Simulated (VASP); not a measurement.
# WS2 in VASP: a series of runs, part 2 of 3

VASP 6.6.1. Earlier steps stand in the parts before.

## 4. Density of states, LDA

POSCAR

```
WS2
1.0
    3.1835163552      0.0000000000      0.0000000000
   -1.5917581776      2.7570060369      0.0000000000
    0.0000000000      0.0000000000     16.9505778900
W S
1 2
Direct
    0.0000000000      0.0000000000      0.0000000000
    0.3333333333      0.6666666667      0.0920005100
    0.3333333333      0.6666666667      0.9079994900
```

INCAR.step1

```
SYSTEM = WS2
ALGO     = Fast           ! electronic algorithm
EDIFF    = 1E-6           ! SCF threshold, eV
ENCUT    = 520            ! plane-wave cutoff, eV
ISIF     = 2              ! what is computed and relaxed
ISMEAR   = 0              ! smearing method
LASPH    = .TRUE.         ! aspherical terms in the spheres
LCHARG   = .TRUE.         ! write CHGCAR
LMAXMIX  = 4              ! l up to which the mixer works
LREAL    = .FALSE.        ! projectors in reciprocal space
LWAVE    = .FALSE.        ! write WAVECAR
NBANDS   = 20             ! bands
NELM     = 60             ! most SCF steps
PREC     = Accurate       ! precision mode
SIGMA    = 0.02           ! smearing width, eV
```

KPOINTS.step1

```
k-points
0
G
  10 10 2
  0 0 0
```

INCAR.step2

```
SYSTEM = WS2
ALGO     = Fast           ! electronic algorithm
EDIFF    = 1E-6           ! SCF threshold, eV
ENCUT    = 520            ! plane-wave cutoff, eV
ICHARG   = 11             ! starting density
ISIF     = 2              ! what is computed and relaxed
ISMEAR   = -5             ! smearing method
LASPH    = .TRUE.         ! aspherical terms in the spheres
LCHARG   = .FALSE.        ! write CHGCAR
LMAXMIX  = 4              ! l up to which the mixer works
LORBIT   = 11             ! projections on sites
LREAL    = .FALSE.        ! projectors in reciprocal space
LWAVE    = .FALSE.        ! write WAVECAR
NBANDS   = 20             ! bands
NEDOS    = 2001           ! points of the DOS
NELM     = 60             ! most SCF steps
PREC     = Accurate       ! precision mode
SIGMA    = 0.02           ! smearing width, eV
```

KPOINTS.step2

```
k-points
0
G
  15 15 3
  0 0 0
```

Potentials or basis: VASP PAW LDA potentials, release 64 (W_sv, S).

On the command line:

```sh
cat potpaw_LDA.64/W_sv/POTCAR potpaw_LDA.64/S/POTCAR > POTCAR
cp INCAR.step1 INCAR
cp KPOINTS.step1 KPOINTS
mpirun -np 1 vasp_std > vasp.out
cp INCAR.step2 INCAR
cp KPOINTS.step2 KPOINTS
mpirun -np 1 vasp_std > vasp.out
```

OUTCAR:

```text
SYSTEM = WS2
   EDIFF = 1E-6
   ENCUT = 520
   ICHARG = 11
   ISIF = 2
   ISMEAR = -5
   LASPH = .TRUE.
   LORBIT = 11
   LREAL = .FALSE.
   NELM = 60
   PREC = Accurate

 ion  position               nearest neighbor table
   1  0.000  0.000  0.000-   2 2.41   3 2.41   2 2.41   3 2.41   2 2.41   3 2.41
   2  0.333  0.667  0.092-   1 2.41   1 2.41   1 2.41
   3  0.333  0.667  0.908-   1 2.41   1 2.41   1 2.41

  LATTYP: Found a hexagonal cell.
 ALAT       =     3.1835163552
 C/A-ratio  =     5.3244827413

  Lattice vectors:

 A1 = (   3.1835163552,   0.0000000000,   0.0000000000)
 A2 = (  -1.5917581776,   2.7570060369,   0.0000000000)
 A3 = (   0.0000000000,   0.0000000000,  16.9505778900)

Analysis of symmetry for initial positions (statically):
=====================================================================
 Subroutine PRICEL returns:
 Original cell was already a primitive cell.

 Routine SETGRP: Setting up the symmetry group for a
 hexagonal supercell.

 Subroutine GETGRP returns: Found 12 space group operations
 (whereof 12 operations were pure point group operations)
 out of a pool of 24 trial point group operations.

The static configuration has the point symmetry D_3h.

Analysis of symmetry for dynamics (positions and initial velocities):
=====================================================================
 Subroutine PRICEL returns:
 Original cell was already a primitive cell.

 Routine SETGRP: Setting up the symmetry group for a
 hexagonal supercell.

 Subroutine GETGRP returns: Found 12 space group operations
 (whereof 12 operations were pure point group operations)
 out of a pool of 24 trial point group operations.

The dynamic configuration has the point symmetry D_3h.

 Subroutine INISYM returns: Found 12 space group operations
 (whereof 12 operations are pure point group operations),
 and found     1 'primitive' translations

----------------------------------------------------------------------------------------

                                     Primitive cell

  volume of cell :     148.7748

  direct lattice vectors                    reciprocal lattice vectors
     3.183516355  0.000000000  0.000000000     0.314118066  0.181356150  0.000000000
    -1.591758178  2.757006037  0.000000000     0.000000000  0.362712300  0.000000000
     0.000000000  0.000000000 16.950577890     0.000000000  0.000000000  0.058995039

  length of vectors
     3.183516355  3.183516355 16.950577890     0.362712300  0.362712300  0.058995039

  position of ions in fractional coordinates (direct lattice)
     0.000000000  0.000000000  0.000000000
     0.333333333  0.666666667  0.092000510
     0.333333333  0.666666667  0.907999490

  ion indices of the primitive-cell ions
   primitive index   ion index
                 1           1
                 2           2
                 3           3

----------------------------------------------------------------------------------------

 KPOINTS: k-points

Automatic generation of k-mesh.
 Grid dimensions read from file:
 generate k-points for:   15   15    3

 Generating k-lattice:
[... 26 lines left out ...]
  0.333333  0.000000  0.000000      6.000000
[... 16 lines left out ...]
  0.333333  0.200000  0.000000     12.000000
  0.400000  0.200000  0.000000      6.000000
 [... further k-points ...]
   k-points           NKPTS =     54   k-points in BZ     NKDIM =     54   number of bands    NBANDS=     20
   number of dos      NEDOS =   2001   number of ions     NIONS =      3
   total plane-waves  NPLWV =  72576
   dimension x,y,z NGX =    24 NGY =   24 NGZ =  126
   dimension x,y,z NGXF=    48 NGYF=   48 NGZF=  252
   ions per type =               1   2
   NGX,Y,Z   is equivalent  to a cutoff of  12.53, 12.53, 12.36 a.u.
   NGXF,Y,Z  is equivalent  to a cutoff of  25.07, 25.07, 24.72 a.u.
 SYSTEM =  WS2
   PREC   = accura    normal or accurate (medium, high low for compatibility)
   ISTART =      0    job   : 0-new  1-cont  2-samecut
   ICHARG =     11    charge: 1-file 2-atom 10-const
   ISPIN  =      1    spin polarized calculation?
   LNONCOLLINEAR =      F non collinear calculations
   LSORBIT =      F    spin-orbit coupling
   LASPH  =      T    aspherical Exc in radial PAW
   ENCUT  =  520.0 eV  38.22 Ry    6.18 a.u.   5.92  5.92 31.52*2*pi/ulx,y,z
   NELM   =     60;   NELMIN=  2; NELMDL=  0     # of ELM steps
   EDIFF  = 0.1E-05   stopping-criterion for ELM
   LREAL  =      F    real-space projection
   EDIFFG = 0.1E-04   stopping-criterion for IOM
   NSW    =      0    number of steps for IOM
   IBRION =     -1    ionic relax: 0-MD 1-quasi-New 2-CG
   NFREE  =      0    steps in history (QN), initial steepest desc. (CG)
   ISIF   =      2    stress and relaxation
   ISYM   =      2    0-nonsym 1-usesym 2-fastsym
   POTIM  = 0.5000    time-step for ionic-motion
   TEBEG  =    0.0;   TEEND  =   0.0 temperature during run
   PSTRESS=    0.0 pullay stress
   NELECT =      26.0000    total number of electrons
   NUPDOWN=      -1.0000    fix difference up-down
   EMIN   =  10.00;   EMAX   =-10.00  energy-range for DOS
   EFERMI =   0.00;   METHOD = LEGACY
   ISMEAR =    -5;   SIGMA  =   0.02  broadening in eV -4-tet -1-fermi 0-gaus
   EFERMI_NEDOS =   21; number of points for ismear=-14 and -15
   IALGO  =     68    algorithm
   IMIX   =      4    mixing-type and parameters
     AMIX     =   0.40;   BMIX     =  1.00
     AMIX_MAG =   1.60;   BMIX_MAG =  1.00
  volume/ion in A,a.u.               =      49.59       334.66
  Fermi-wavevector in a.u.,A,eV,Ry     =   0.915285  1.729637 11.398226  0.837746
  Thomas-Fermi vector in A             =   2.040009
   LORBIT       =     11    0 simple, 1 ext, 2 COOP (PROOUT), +10 PAW based schemes
   GGA     = CA    functional components
   LHFCALC =     F    Hartree Fock is set to
   AEXX    =    0.0000 exact exchange contribution
   IVDW    =     0    specifies the selected vdW correction
   LEPSILON=     F    determine dielectric tensor
   LRPA    =     F    only Hartree local field effects (RPA)
 non-spin polarized calculation
 RMM-DIIS sequential band-by-band and
 Fermi weights with tetrahedron method with Bloechl corrections
  energy-cutoff  :      520.00
  volume of cell :      148.77
 maximum number of plane-waves:      4032
 NGX is ok and might be reduce to    24

 number of electron      25.9999999 magnetization

 Free energy of the ion-electron system (eV)
  ---------------------------------------------------
  ext. energy  EPLUGINS =         0.00000000
  ---------------------------------------------------
  free energy    TOTEN  =       -26.11646658 eV

  energy without entropy =      -26.11646658  energy(sigma->0) =      -26.11646658

 E-fermi :  -1.4261     XC(G=0):  -4.6346

 val. band max:       -1.4524801501   @ k =   0.0000   0.0000   0.3333
 cond. band min:       0.3313375564   @ k =   0.3333   0.3333   0.0000
 fundamental gap:      1.7838177065
 Fermi energy:        -1.4261196898

 k-point     1 :       0.0000    0.0000    0.0000
  band No.  band energies     occupation
      1     -74.9865      2.00000
      2     -39.4944      2.00000
      3     -39.3352      2.00000
      4     -39.3352      2.00000
      5     -16.1086      2.00000
      6     -14.4278      2.00000
[... 541 lines left out ...]
     19       6.9029      0.00000
     20       7.8081      0.00000

 [... further k-points ...]

------------------------ aborting loop because EDIFF is reached ----------------------------------------

  FORCE on cell =-STRESS in cart. coord.  units (eV):
  Direction    XX          YY          ZZ          XY          YZ          ZX
  --------------------------------------------------------------------------------------
  -------------------------------------------------------------------------------------
  Total       -2.1427934     -2.1427934     -1.1518856     -0.0000000      0.0000000     -0.0000000
  in kB      -23.0760548    -23.0760548    -12.4048246     -0.0000000      0.0000000     -0.0000000
  external PRESSURE =     -19.5189781 kB  Pullay stress =       0.0000000 kB

 VOLUME and BASIS-vectors are now :
 -----------------------------------------------------------------------------
  energy-cutoff  :      520.00
  volume of cell :      148.77
      direct lattice vectors                 reciprocal lattice vectors
     3.183516355  0.000000000  0.000000000     0.314118066  0.181356150  0.000000000
    -1.591758178  2.757006037  0.000000000     0.000000000  0.362712300  0.000000000
     0.000000000  0.000000000 16.950577890     0.000000000  0.000000000  0.058995039

 POSITION                                       TOTAL-FORCE (eV/Angst)
 -----------------------------------------------------------------------------------
      0.00000      0.00000      0.00000         0.000000     -0.000000      0.000000
     -0.00000      1.83800      1.55946        -0.000000     -0.000000     -0.356989
     -0.00000      1.83800     15.39112        -0.000000      0.000000      0.356989
 -----------------------------------------------------------------------------------
    total drift:                                0.000104     -0.000060     -0.000000

  FREE ENERGIE OF THE ION-ELECTRON SYSTEM (eV)
  ---------------------------------------------------
  free  energy   TOTEN  =       -26.1164665775 eV

  energy  without entropy=      -26.1164665775  energy(sigma->0) =      -26.11646658

 total charge

# of ion       s       p       d       tot
------------------------------------------
    1        2.322   6.324   3.414  12.060
    2        1.356   2.353   0.000   3.708
    3        1.356   2.353   0.000   3.708
--------------------------------------------------
tot          5.034  11.029   3.414  19.477
```

It took 2.6 min on 1 thread of Intel Xeon Platinum 8488C (Sapphire Rapids), shared host; peak memory 0.29 GiB.

Results:

```
Valence electrons inside the program's atomic spheres : W 12.06; S 3.71
```

States per cell in windows of 0.5 eV (zero at the valence-band top; states under -8 eV left out):
```csv
from (eV),total,W1_d,S2_p,S3_p,W1_s,W1_p,S2_s
-8.0,0.00,0.00,0.00,0.00,0.00,0.00,0.00
-7.5,0.00,0.00,0.00,0.00,0.00,0.00,0.00
-7.0,0.00,0.00,0.00,0.00,0.00,0.00,0.00
-6.5,0.53,0.06,0.08,0.08,0.05,0.01,0.01
-6.0,1.24,0.21,0.18,0.18,0.07,0.02,0.01
-5.5,1.02,0.20,0.16,0.16,0.02,0.02,0.01
-5.0,0.67,0.11,0.11,0.11,0.02,0.01,0.01
-4.5,2.05,0.35,0.31,0.31,0.08,0.06,0.05
-4.0,0.61,0.14,0.11,0.11,0.01,0.01,0.01
-3.5,1.93,0.50,0.35,0.35,0.00,0.04,0.01
-3.0,0.81,0.23,0.14,0.14,0.00,0.02,0.00
-2.5,1.37,0.33,0.26,0.26,0.01,0.04,0.01
-2.0,1.49,0.20,0.34,0.34,0.00,0.05,0.01
-1.5,0.94,0.11,0.21,0.21,0.00,0.04,0.00
-1.0,1.28,0.61,0.11,0.11,0.01,0.02,0.01
-0.5,0.62,0.33,0.05,0.05,0.01,0.00,0.00
0.0,0.00,0.00,0.00,0.00,0.00,0.00,0.00
0.5,0.00,0.00,0.00,0.00,0.00,0.00,0.00
1.0,0.00,0.00,0.00,0.00,0.00,0.00,0.00
1.5,0.04,0.03,0.00,0.00,0.00,0.00,0.00
2.0,1.27,0.65,0.10,0.10,0.01,0.01,0.00
2.5,2.19,1.21,0.19,0.19,0.01,0.01,0.01
3.0,1.76,1.01,0.10,0.10,0.02,0.01,0.01
3.5,1.04,0.50,0.09,0.09,0.00,0.01,0.01
4.0,0.51,0.21,0.06,0.06,0.00,0.00,0.01
4.5,1.04,0.46,0.13,0.13,0.00,0.00,0.01
5.0,0.50,0.17,0.03,0.03,0.04,0.00,0.01
5.5,0.54,0.03,0.01,0.01,0.07,0.01,0.01
6.0,0.88,0.04,0.03,0.03,0.10,0.01,0.01
6.5,0.95,0.03,0.03,0.03,0.10,0.01,0.01
7.0,0.76,0.03,0.02,0.02,0.04,0.02,0.01
7.5,1.54,0.07,0.05,0.05,0.09,0.06,0.02
```

(Continued in part 3 of 3.)
